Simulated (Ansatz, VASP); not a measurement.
**Ir in VASP and in Ansatz**

```xyz
1
Lattice="0.0000 1.9156 1.9156 1.9156 0.0000 1.9156 1.9156 1.9156 0.0000" Properties=species:S:1:pos:R:3 pbc="T T T"
Ir    0.0000    0.0000    0.0000
```

Alike in both runs: task single point; functional PBE; k mesh 12 × 12 × 12; occupations gaussian, width 0.02 eV; no spin polarisation.

|  | VASP | Ansatz |
| --- | --- | --- |
| version | VASP 6.6.1 | Ansatz 0.2.0 |
| potentials or method | VASP PAW PBE potentials, release 64 (Ir), cutoff 520 eV | all-electron LAPW, scalar-relativistic |

|  | VASP | Ansatz | Ansatz less VASP |
| --- | --- | --- | --- |
| gap on the k mesh at the Fermi level (eV) | none | none | - |
| pressure (GPa) | 11.8 | 11.0 | -0.73 |

A gap of «none» marks a metal or a gap that the smearing closes. Ansatz ran all-electron here, so the differences hold the error of VASP's frozen core and of both bases.

Spin-orbit coupling is left out, which matters for the levels of Ir.
